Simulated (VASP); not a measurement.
# BaS: the band gap, functional by functional, part 3 of 3

Aim: the gap of BaS on one structure at many levels of theory. The starting structure is a measured crystal structure from the Crystallography Open Database. Cell and atoms stay as given. Meshes and data sets differ where the inputs say so.

VASP 6.6.1.

Results so far: LDA 1.902 eV; PBE 2.107 eV; r2SCAN 2.463 eV; LDA + spin-orbit coupling 1.850 eV; r2SCAN + spin-orbit coupling 2.412 eV.

## 9. Bands with HSE06

Level of this step: HSE06; plane waves and PAW (Ba_sv, S) (VASP).

HSE06 mixes in a quarter of exact exchange at short range, at far higher cost; in semiconductors this cures much of the gap error, while metals seldom gain. This run uses a 4×4×4 mesh. Its starting orbitals come from a semilocal run on the same mesh, not shown.

The input, INCAR:

```
SYSTEM = BaS
PREC = Accurate
ENCUT = 350
EDIFF = 1E-06
NELM = 100
ISMEAR = 0
SIGMA = 0.03
LREAL = .FALSE.
ALGO = Normal
LHFCALC = .TRUE.
AEXX = 0.25
GGA = PE
HFSCREEN = 0.2
LASPH = .TRUE.
NBANDS = 14
PRECFOCK = Fast
LORBIT = 11
LWAVE = .FALSE.
LCHARG = .FALSE.
KPAR = 4
```

The input, POSCAR:

```
BaS
1.0
    0.0000000000      3.1937500000      3.1937500000
    3.1937500000      0.0000000000      3.1937500000
    3.1937500000      3.1937500000      0.0000000000
Ba S
1 1
Direct
    0.0000000000      0.0000000000      0.0000000000
    0.5000000000      0.5000000000      0.5000000000
```

The input, KPOINTS:

```
Automatic mesh
0
Gamma
4 4 4
0 0 0
```

The input, KPOINTS_OPT:

```
Line mode
10
Line-mode
Reciprocal
  0.00000000   0.00000000   0.00000000 GAMMA
  0.50000000   0.00000000   0.50000000 X

  0.50000000   0.00000000   0.50000000 X
  0.50000000   0.25000000   0.75000000 W

  0.50000000   0.25000000   0.75000000 W
  0.37500000   0.37500000   0.75000000 K

  0.37500000   0.37500000   0.75000000 K
  0.00000000   0.00000000   0.00000000 GAMMA

  0.00000000   0.00000000   0.00000000 GAMMA
  0.50000000   0.50000000   0.50000000 L

  0.50000000   0.50000000   0.50000000 L
  0.62500000   0.25000000   0.62500000 U

  0.62500000   0.25000000   0.62500000 U
  0.50000000   0.25000000   0.75000000 W

  0.50000000   0.25000000   0.75000000 W
  0.50000000   0.50000000   0.50000000 L

  0.50000000   0.50000000   0.50000000 L
  0.37500000   0.37500000   0.75000000 K

  0.62500000   0.25000000   0.62500000 U
  0.50000000   0.00000000   0.50000000 X
```

Potentials, in the order of the species: Ba_sv and S (PBE family, release 64).

Run with:

```sh
$ mpirun -np 4 vasp_std
```

Numbers of over 12 decimals in the logs are rounded to 6 here.

The log of the run:

```text
[banner, memory and clock lines left out]
running    4 mpi-ranks, on    1 nodes
[...]
LDA part: xc-table for (Slater+PW92), standard interpolation
 found WAVECAR, reading the header
 POSCAR, INCAR and KPOINTS ok, starting setup
[...]
reading WAVECAR
 the WAVECAR file was read successfully
 initial charge from wavefunction
 entering main loop
       N       E                     dE             d eps       ncg     rms          rms(c)
DAV:   1    -0.115638069781E+02   -0.11564E+02   -0.47634E-01   236   0.570E+00    0.237E+00
DAV:   2    -0.115643630242E+02   -0.55605E-03   -0.20625E-02   266   0.102E+00    0.165E+00
DAV:   3    -0.115610457813E+02    0.33172E-02   -0.56251E-03   254   0.460E-01    0.107E+00
DAV:   4    -0.115609307372E+02    0.11504E-03   -0.14365E-03   266   0.212E-01    0.740E-01
DAV:   5    -0.115608191605E+02    0.11158E-03   -0.11069E-04   320   0.676E-02    0.427E-01
DAV:   6    -0.115607648280E+02    0.54332E-04   -0.37536E-05   242   0.439E-02    0.222E-01
[...]
DAV:   8    -0.115607501240E+02    0.27357E-05   -0.39885E-06   254   0.164E-02    0.555E-02
DAV:   9    -0.115607499981E+02    0.12591E-06   -0.17438E-06   230   0.109E-02
   1 F= -.11560750E+02 E0= -.11560750E+02  d E =-.123005E-10
 Start KPOINTS_OPT (optional k-point list driver)
k-point batch [1-8\100]
       N       E                     dE             ncg
DAV:   1    -0.387492087550E+03   -0.16309E+04      224
DAV:   2    -0.105038336236E+04   -0.66289E+03      278
DAV:   3    -0.111342555920E+04   -0.63042E+02      276
DAV:   4    -0.111465895989E+04   -0.12334E+01      312
DAV:   5    -0.111467566558E+04   -0.16706E-01      296
DAV:   6    -0.111467582120E+04   -0.15562E-03      310
DAV:   7    -0.111467582279E+04   -0.15918E-05      230
DAV:   8    -0.111467582286E+04   -0.63562E-07      178
[...]
k-point batch [97-100\100]
       N       E                     dE             ncg
DAV:   1     0.145595732341E+04   -0.20390E+04      112
DAV:   2     0.116069140338E+04   -0.29527E+03      150
DAV:   3     0.113144854316E+04   -0.29243E+02      142
DAV:   4     0.113076021218E+04   -0.68833E+00      160
DAV:   5     0.113074310147E+04   -0.17111E-01      160
DAV:   6     0.113074259800E+04   -0.50347E-03      154
DAV:   7     0.113074258177E+04   -0.16229E-04      142
DAV:   8     0.113074258120E+04   -0.57246E-06      120
```

Wall time 3.6 min (4 MPI ranks of Intel Xeon Platinum 8259CL at 2.50GHz (Skylake/Cascade Lake), shared host); peak memory 1 GiB.

From OUTCAR (step 9):

```text
 POSITION                                       TOTAL-FORCE (eV/Angst)
 -----------------------------------------------------------------------------------
      0.00000      0.00000      0.00000         0.000000      0.000000      0.000000
      3.19375      3.19375      3.19375        -0.000000     -0.000000     -0.000000
 -----------------------------------------------------------------------------------
    total drift:                               -0.000000      0.000000     -0.000001

  FREE ENERGIE OF THE ION-ELECTRON SYSTEM (eV)
  ---------------------------------------------------
  free  energy   TOTEN  =       -11.5607499981 eV

  energy  without entropy=      -11.5607499981  energy(sigma->0) =      -11.56075000

[... 1 part as in an earlier step ...]

[... 2 further parts left out ...]
[key lines of the parts left out:]
E-fermi :   0.9119
```

HSE06 gives a least gap of 3.038 eV, and a least direct gap of 3.196 eV. The least gap is +1.136 eV from that of LDA, on another mesh, which alone can move a gap by some hundredths of an eV.

## 10. Bands with PBE0

PBE0 keeps a quarter of exact exchange at all ranges; it tends to overshoot small gaps. This run uses a 4×4×4 mesh. It starts from the orbitals of an earlier run, not shown.

INCAR, as its differences from that of step 9:

```diff
@@ -12,3 +12,2 @@
 GGA = PE
-HFSCREEN = 0.2
 LASPH = .TRUE.
@@ -16,2 +15,3 @@
 PRECFOCK = Fast
+HFRCUT = -1
 LORBIT = 11
```

POSCAR is that of step 9.

KPOINTS is that of step 9.

KPOINTS_OPT is that of step 9.

Run with:

```sh
$ mpirun -np 4 vasp_std
```

The log of the run:

```text
[banner, memory and clock lines left out]
running    4 mpi-ranks, on    1 nodes
[...]
LDA part: xc-table for (Slater+PW92), standard interpolation
 found WAVECAR, reading the header
 POSCAR, INCAR and KPOINTS ok, starting setup
[...]
HFRCUT set to (new)   9.984846
 reading WAVECAR
 the WAVECAR file was read successfully
 initial charge from wavefunction
 entering main loop
       N       E                     dE             d eps       ncg     rms          rms(c)
DAV:   1    -0.121018129093E+02   -0.12102E+02   -0.45715E-01   236   0.576E+00    0.231E+00
DAV:   2    -0.121077785402E+02   -0.59656E-02   -0.23833E-02   272   0.109E+00    0.166E+00
DAV:   3    -0.121034547735E+02    0.43238E-02   -0.58569E-03   248   0.499E-01    0.104E+00
DAV:   4    -0.121032654472E+02    0.18933E-03   -0.22011E-03   266   0.270E-01    0.720E-01
DAV:   5    -0.121032184750E+02    0.46972E-04   -0.20884E-04   288   0.860E-02    0.441E-01
DAV:   6    -0.121031525846E+02    0.65890E-04   -0.40029E-05   248   0.435E-02    0.235E-01
[...]
DAV:   8    -0.121031328429E+02    0.33206E-05   -0.51659E-06   254   0.176E-02    0.561E-02
DAV:   9    -0.121031320481E+02    0.79486E-06   -0.14750E-06   190   0.107E-02
   1 F= -.12103132E+02 E0= -.12103132E+02  d E =-.779496E-23
 Start KPOINTS_OPT (optional k-point list driver)
k-point batch [1-8\100]
       N       E                     dE             ncg
DAV:   1    -0.420083121781E+03   -0.16635E+04      224
DAV:   2    -0.109898209011E+04   -0.67890E+03      278
DAV:   3    -0.116257484019E+04   -0.63593E+02      276
DAV:   4    -0.116378619387E+04   -0.12114E+01      312
DAV:   5    -0.116380281186E+04   -0.16618E-01      296
DAV:   6    -0.116380296106E+04   -0.14921E-03      316
DAV:   7    -0.116380296254E+04   -0.14740E-05      224
DAV:   8    -0.116380296259E+04   -0.56727E-07      178
[...]
k-point batch [97-100\100]
       N       E                     dE             ncg
DAV:   1     0.144032773971E+04   -0.20547E+04      112
DAV:   2     0.113562367964E+04   -0.30470E+03      144
DAV:   3     0.110660157209E+04   -0.29022E+02      142
DAV:   4     0.110596158621E+04   -0.63999E+00      160
DAV:   5     0.110594442667E+04   -0.17160E-01      160
DAV:   6     0.110594393582E+04   -0.49086E-03      154
DAV:   7     0.110594392056E+04   -0.15261E-04      142
DAV:   8     0.110594392007E+04   -0.49288E-06      112
```

Run time: 3.1 min. Hardware: 4 MPI ranks; peak memory 0.69 GiB; 12 min of CPU time.

OUTCAR, selected parts (step 10):

```text
 POSITION                                       TOTAL-FORCE (eV/Angst)
 -----------------------------------------------------------------------------------
      0.00000      0.00000      0.00000         0.000000     -0.000000      0.000000
      3.19375      3.19375      3.19375        -0.000000      0.000000     -0.000000
 -----------------------------------------------------------------------------------
    total drift:                               -0.000000      0.000000     -0.000001

  FREE ENERGIE OF THE ION-ELECTRON SYSTEM (eV)
  ---------------------------------------------------
  free  energy   TOTEN  =       -12.1031320481 eV

  energy  without entropy=      -12.1031320481  energy(sigma->0) =      -12.10313205

[... 2 parts as in an earlier step ...]

[... 1 further part left out ...]
[key lines of the parts left out:]
E-fermi :   0.6337
```

PBE0 gives a least gap of 3.713 eV, and a least direct gap of 3.878 eV. The least gap is +1.811 eV from that of LDA, on another mesh, which alone can move a gap by some hundredths of an eV.

## 11. All runs side by side

```csv
level,ended,gap (eV),least direct gap (eV),mesh,core minutes
LDA,converged,1.902,2.042,6×6×6,0.747
PBE,converged,2.107,2.244,6×6×6,0.827
r2SCAN,converged,2.463,2.598,6×6×6,3.0
TB-mBJ,not converged,-,-,6×6×6,7.53
LDA + spin-orbit coupling,converged,1.85,1.948,6×6×6,2.53
r2SCAN + spin-orbit coupling,converged,2.412,2.51,6×6×6,12.0
TB-mBJ + spin-orbit coupling,not converged,-,-,6×6×6,22.7
HSE06,converged,3.038,3.196,4×4×4,14.4
PBE0,converged,3.713,3.878,4×4×4,12.5
```

Core minutes are wall time times ranks of the run shown, on a shared host.

## 12. Results

| Property | Result |
| --- | --- |
| gap, LDA | 1.902 eV |
| gap, PBE | 2.107 eV |
| gap, r2SCAN | 2.463 eV |
| gap, LDA + spin-orbit coupling | 1.850 eV |
| gap, r2SCAN + spin-orbit coupling | 2.412 eV |
| gap, HSE06 | 3.038 eV |
| gap, PBE0 | 3.713 eV |

In words: Without spin-orbit coupling the gap of BaS runs from 1.902 eV (LDA) to 3.713 eV (PBE0). HSE06 gives +0.93 eV from PBE, on another mesh, which alone can move a gap by some hundredths of an eV. Spin-orbit coupling changes the LDA gap by -0.052 eV. Spin-orbit coupling changes the r2SCAN gap by -0.050 eV. These are gaps between Kohn-Sham or generalised Kohn-Sham levels of a static lattice, without excitons or temperature. No result to use came from TB-mBJ and TB-mBJ + spin-orbit coupling. Further runs on this material are not shown.

[Lines on the potential files, build, host, timing and source positions are cut from VASP's logs without a mark.]

[Logs are printed without paths, hosts, clocks, repeated set-up lines and the standing remarks that a program may print on its own settings, such as how far it seeks lower states.]

[Hosts, paths, dates, database ids (printed as entryN), source tags and the programs' standing remarks are cut or masked in the printed files.]
